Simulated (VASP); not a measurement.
**A VASP 6.6.1 single-point calculation on BN**

INCAR

```
MAGMOM = 0.5 -0.5 0.5 -0.5
EDIFF = 1E-7
LASPH = .TRUE.
SIGMA = 0.02
LREAL = .FALSE.
IBRION = -1
LCHARG = .FALSE.
ISIF = 2
ENCUT = 520
NSW = 0
ISMEAR = -1
PREC = Accurate
NELM = 120
NBANDS = 16
LWAVE = .FALSE.
GGA = PE
ISPIN = 2
```

KPOINTS

```
KPOINTS created by Atomic Simulation Environment
0
Gamma
12 12 6
0 0 0
```

POSCAR

```
B  N
 1.0000000000000000
     2.5821092527000000    0.0000000000293005    0.0000000000000000
    -1.2910546263750000    2.2031253281853500    0.0000000000000000
     0.0000000000000000    0.0000000000000000    4.2078153384999997
 B   N
   2   2
Cartesian
 -0.0000000000166780  1.4697206491773263  0.0007465638077173
  1.2910546263416778  0.7334046790373242  2.1046542330577171
 -0.0000000000166361  1.4660538675610773  1.5771841881297826
  1.2910546263416358  0.7370714606535732  3.6810918573797822
```

The recommended PBE PAW datasets give the neutral cell 16 valence electrons.

Command

```
mpirun -np 1 vasp_std
```

OSZICAR

```
N       E                     dE             d eps       ncg     rms          rms(c)
DAV:   1     0.379988151816E+02    0.37999E+02   -0.83724E+03 11048   0.972E+02
DAV:   2    -0.342946197362E+02   -0.72293E+02   -0.67587E+02 15800   0.228E+02
DAV:   3    -0.365630694326E+02   -0.22684E+01   -0.22629E+01 12600   0.370E+01
DAV:   4    -0.365685911305E+02   -0.55217E-02   -0.55213E-02 13336   0.209E+00
DAV:   5    -0.365686063361E+02   -0.15206E-04   -0.15206E-04 12360   0.101E-01    0.981E+00
DAV:   6    -0.349716565829E+02    0.15969E+01   -0.22746E+00 13992   0.141E+01    0.446E+00
DAV:   7    -0.348495187847E+02    0.12214E+00   -0.37185E-01 13792   0.499E+00    0.279E+00
DAV:   8    -0.348168667228E+02    0.32652E-01   -0.54131E-02 13072   0.196E+00    0.120E+00
DAV:   9    -0.348236905220E+02   -0.68238E-02   -0.48449E-03 12640   0.711E-01    0.195E-01
DAV:  10    -0.348236438210E+02    0.46701E-04   -0.10286E-03 14184   0.262E-01    0.107E-01
DAV:  11    -0.348237815427E+02   -0.13772E-03   -0.19139E-04 12584   0.111E-01    0.528E-02
DAV:  12    -0.348238042917E+02   -0.22749E-04   -0.24457E-05 14048   0.487E-02    0.131E-02
DAV:  13    -0.348238106465E+02   -0.63548E-05   -0.58047E-06 12264   0.235E-02    0.975E-03
DAV:  14    -0.348238116563E+02   -0.10098E-05   -0.68296E-07 13552   0.743E-03    0.627E-03
DAV:  15    -0.348238117953E+02   -0.13892E-06   -0.18361E-07 10368   0.378E-03    0.175E-03
DAV:  16    -0.348238118223E+02   -0.27004E-07   -0.25013E-08  5504   0.149E-03
   1 F= -.34823812E+02 E0= -.34823812E+02  d E =-.176668E-12  mag=     0.0000
```

It converged. Results: pressure -0.7 GPa; largest force 0.01 eV/Å; magnetic moment of the cell 0.00 μB.

For comparison, a separate PBE run of the intended cell, on usual settings and not on those above, gives a gap of 5.19 eV on its mesh and a pressure of -0.7 GPa.

The run above took about 1.8 min on one core of a shared host (Intel Xeon Platinum 8488C) and held 0.21 GiB at most.
